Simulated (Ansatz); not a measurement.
## AlCu under changes of volume

One of the cells (13.466 Å³/atom); the others are scaled copies at fixed shape and fractional positions:

```
Cu Al
1.0
     2.99751    0.00000    0.00000
     0.00000    2.99751    0.00000
     0.00000    0.00000    2.99751
Cu Al
1 1
Direct
  0.50000 0.50000 0.50000
  0.00000 0.00000 0.00000
```

The cell comes from a database or a generator and needn't be the stable form of this composition.

```yaml
Program: Ansatz 0.2.0
Functional: PBE0
Potentials_or_basis: Ansatz PAW
Cutoff: "420 eV (not typed: the program's choice for these potentials)"
k_mesh: 6 × 6 × 6
Occupations: fermi-dirac, width 0.05 eV
Spin: no spin polarisation
```

| volume (Å³/atom) | energy over the lowest point (meV/atom) | pressure (GPa) |
| --- | --- | --- |
| 12.658 | 8.60 | 4.7 |
| 12.928 | 1.85 | 2.0 |
| 13.197 | 0.00 | 0.4 |
| 13.466 | 3.46 | -0.3 |
| 13.736 | 4.46 | -2.4 |
| 14.005 | ? | ? |
| 14.274 | 19.23 | -6.2 |

Q: What does the run at 14.005 Å³/atom give?

A: Energy over the lowest point 10.24 meV/atom; pressure -4.4 GPa.

The energies don't lie on one smooth curve, so no fit is given. The run at 13.466 Å³/atom lies farthest off, from a change of basis, grid or state.

Energies are extrapolated to zero smearing.

Caveats: the PAW data sets come from PBE, with cores solved anew for the run's functional, which leaves a small shift of forces and pressure; the thresholds are loose for stress.
